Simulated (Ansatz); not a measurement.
**Checking a converged run of EuS**

System: EuS, an experimental structure (space group Fm-3m, primitive cell doubled); the cell holds 4 atoms. Source: COD entry 1010444; the sample's temperature and pressure aren't taken into account, and it need not be the stable phase.

All numbers below come from DFT, LDA, PAW, plane waves, scalar-relativistic (Ansatz development build ahead of 0.2.0).

```yaml
crystal:
  lattice:
    - [0.0, -2.9785, -2.9785]
    - [-5.957, -2.9785, -2.9785]
    - [0.0, 2.9785, -2.9785]
  atoms:
    - { symbol: Eu, position: [0.0, 0.0, 0.0], spin: 7.0 }
    - { symbol: Eu, position: [0.0, 0.5, 0.5], spin: -7.0 }
    - { symbol: S, position: [0.5, 0.0, 0.5] }
    - { symbol: S, position: [0.5, 0.5, 0.0] }
magnetization:
  spin_polarized: true
hamiltonian:
  xc: lda
  pseudopotentials: { kind: paw }
basis:
  ecutwfc: 420
kpoints:
  mp_grid: { grid: [5, 3, 5] }
scf:
  occupations: { method: fermi_dirac, width: 0.02 }
  lower_state_search: "off"
output:
  forces: true
  stress: true
```

Time: 3 s on 2 threads of x86-64 server CPU (shared host), peak memory 0.52 GiB.

The end of the output:

```
SCF converged after 19 iterations
an eigenvalue changed by more than its tolerance at an iteration that met the thresholds in force, so the SCF went on 1 time: the last check found none over its tolerance
Magnetization: 0.0000 μB (23.0000 up, 23.0000 down)
Absolute magnetization: 13.7864 μB (∫|ρ↑−ρ↓|, with the PAW one-centre terms)
Spin contamination: 6.8818 ħ² per cell (⟨S²⟩ above its minimum at these occupations)
Per-site moments (μB) at R_I (Å): [(6.7021, 1.2286), (-6.7021, 1.2286), (-0.0200, 1.2286), (0.0200, 1.2286)]
Free energy (F): -18879.165407 eV
Harris-Foulkes:  -18879.165407 eV  (|F-HF|=1.14e-9)
Internal energy: -18879.160133 eV  (E = F + TS)
E sigma→0 (E₀):  -18879.162770 eV
Entropy (-TS):   -0.005274 eV (-1.319 meV/atom)
Fermi energy:    9.823830 eV
--- Forces (eV/Å), atoms counted from 1 ---
  atom   1  Eu     0.00000000     0.00000000     0.00000000
  atom   2  Eu     0.00000000     0.00000000     0.00000000
  atom   3  S      0.00000000     0.00000000     0.00000000
  atom   4  S      0.00000000     0.00000000     0.00000000
--- Stress (GPa, compression-positive) ---
       -7.328016       0.018287       0.018287
        0.018287      -7.730992      -0.003551
        0.018287      -0.003551      -7.730992
  P = ⅓ Tr σ = -7.5967 GPa (-75.967 kbar)
```

The mesh is too coarse to rank close states of a metal with certainty: differences of some tens of meV/atom may change, at times in sign. The mesh has less symmetry than the lattice, which lowers the symmetry of the run.

Spin–orbit coupling is left out, so orbital moments of the f shell are missing. A semilocal functional without U tends to delocalise d and f electrons.

Site moments are taken inside atomic spheres and don't add up to the total.

**Question.** The run converged. Is this the lowest state of the cell, and if not, what lies lower and how is it reached?

**Answer.** No, on this mesh. A state 10.4 meV/atom (0.042 eV per cell) lower exists in this cell: ferromagnetic, site moments Eu1 6.74, Eu2 6.74 μB, total 13.90 μB per cell, no gap on the k-mesh. It was reached from: parallel moments, default search for lower states [Eu1 7.00, Eu2 7.00 μB]; the moments in brackets, symmetry off, default search [Eu1 7.00, Eu2 7.00 μB]. This multiple of the primitive cell fits some opposed orders; other multiples fit others. “Lowest” means lowest among the runs made in this cell.
